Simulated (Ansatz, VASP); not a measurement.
CdS: VASP beside Ansatz

```
CELL_PARAMETERS angstrom
0.00000 2.92568 2.92568
2.92568 0.00000 2.92568
2.92568 2.92568 0.00000
ATOMIC_POSITIONS crystal
Cd 0.00000 0.00000 0.00000
S 0.75000 0.75000 0.75000
```

Alike in both runs: functional PBE; dispersion D3(BJ); k mesh 8 × 8 × 8; occupations gaussian, width 0.02 eV; no spin polarisation.

Ansatz relaxed the structure, and its values are those at the end. VASP's run is a single point on that final structure, the one shown.

|  | VASP | Ansatz |
| --- | --- | --- |
| version | VASP 6.6.1 | Ansatz 0.2.0 |
| potentials or method | VASP PAW PBE potentials, release 64 (Cd, S) | scalar-relativistic, plane waves, PAW |
| plane-wave cutoff (eV) | 520 | 420 |
| valence electrons in the cell | 18 | 26 |

```tsv
	VASP	Ansatz	Ansatz less VASP
gap on the k mesh at the Fermi level (eV)	1.13	1.13	-0.004
least direct gap on the mesh (eV)	1.13	1.13	-0.004
pressure (GPa)	0.4	0.0	-0.35
```

The two sets of potentials don't hold the same shells in valence.

As with any semilocal functional, this PBE gap is likely too small.
